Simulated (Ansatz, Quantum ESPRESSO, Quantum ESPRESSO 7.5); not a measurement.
## Complex bands of BAs, zinc blende type, lattice constant set to 4.747 Å

Wanted: the complex band structure of BAs, zinc blende type, lattice constant set to 4.747 Å, as for a tunnel barrier.

Method: plane-wave DFT, LDA, GBRV ultrasoft pseudopotentials (cross-check by Ansatz 0.2.0 with PAW datasets), in Quantum ESPRESSO 7.5.

## (1) The starting structure

The structure is cubic, space group F-43m (No. 216). Conventional cell: a = 4.747 Å, b = 4.747 Å, c = 4.747 Å, α = 90.00°, β = 90.00°, γ = 90.00°. Nearest to B lie 4 As at 2.06 Å. Nearest to As lie 4 B at 2.06 Å. Farther neighbours are not listed.

## (2) Ground state

pwcond needs a cell whose third axis lies along the current and stands perpendicular to the other two.

scf.in

```
&control
  prefix = 'scf'
  outdir = './out'
  pseudo_dir = './pseudo'
  calculation = 'scf'
  tprnfor = .true.
/
&system
  ibrav = 0
  nat = 4
  ntyp = 2
  ecutwfc = 40
  ecutrho = 200
  occupations = 'fixed'
  nbnd = 12
/
&electrons
  conv_thr = 1e-09
  mixing_beta = 0.6
  electron_maxstep = 120
/
ATOMIC_SPECIES
  B   10.8100  b_lda_v1.4.uspp.F.UPF
  As  74.9216  as_lda_v1.uspp.F.UPF
CELL_PARAMETERS angstrom
  3.35663589029254 0.00000000000000 0.00000000000000
  0.00000000000000 3.35663589029254 0.00000000000000
  0.00000000000000 0.00000000000000 4.74700000000000
ATOMIC_POSITIONS crystal
  B   0.000000000000 0.000000000000 0.000000000000
  As  0.500000000000 0.000000000000 0.250000000000
  B   0.500000000000 0.500000000000 0.500000000000
  As  0.000000000000 0.500000000000 0.750000000000
K_POINTS automatic
  8 8 6 0 0 0
```

Command:

```sh
> OMP_NUM_THREADS=1 mpirun -n 2 pw.x -nk 2 -in scf.in > scf.out
```

The runs that follow: complex band structure; complex bands with pwcond.x, with nz1 = 1; complex bands with pwcond.x, with ikind = 1; the same in Ansatz; the arithmetic. Settings of the main run: cutoff 40 Ry, fixed occupations, nbnd 12, SCF threshold 1.00e-9 Ry, gbrv-lda-1.5 potentials, 8×8×6 k-mesh, mpi ranks 2, pools 2, omp threads 1.

Before running: what should come out for the smallest κ at mid-gap among the four k points, at the zone centre; and peak of the smallest κ in the stop band at the zone centre?

With a gap of 1.11 eV on the mesh, the smallest κ at mid-gap among the four k points, at the zone centre is 0.163 Å⁻¹ (LDA, GBRV ultrasoft). For a barrier with the Fermi level at mid-gap the slowest state found, at the zone centre, loses a factor of ten in probability every 7.1 Å or so. Stop bands away from the zone centre are mostly wider than the gap, so their peaks can lie above the conduction bottom.

| Property | Result |
| --- | --- |
| smallest κ at mid-gap among the four k points, at the zone centre | 0.163 Å⁻¹ |
| peak of the smallest κ in the stop band at the zone centre | 0.189 Å⁻¹ |
| peak of the smallest κ in the stop band at (1/2, 0) | 0.258 Å⁻¹ |
| peak of the smallest κ in the stop band at (1/4, 0) | 0.253 Å⁻¹ |
| energy of the peak at the zone centre, over the highest filled level | 0.85 eV |
| peak at the zone centre by Ansatz | 0.189 Å⁻¹ |

At the zone centre pwcond's peak is 0.189 and Ansatz's 0.189 1/Å, 0 % apart. The cell is the a/√2 one, turned by 45°, with two primitive cells, so X along [001] folds onto kz = 0. A semilocal gap is too small, often by a third to a half and by more in narrow-gap crystals, so real barriers decay faster. Spin-orbit coupling is left out; depending on the atoms that carry the levels of interest, it can split and shift them by tens to hundreds of meV.

[Logs are printed without paths, hosts, clocks, repeated set-up lines and the standing remarks that a program may print on its own settings, such as how far it seeks lower states.]

[Hosts, paths, dates, database ids (printed as entryN), source tags and the programs' standing remarks are cut or masked in the printed files.]

[Maps of the electrostatic potential energy from Ansatz leave out the sawtooth potential of an applied field or a dipole correction, so their vacuum need not be flat; planar profiles and work functions include it.]
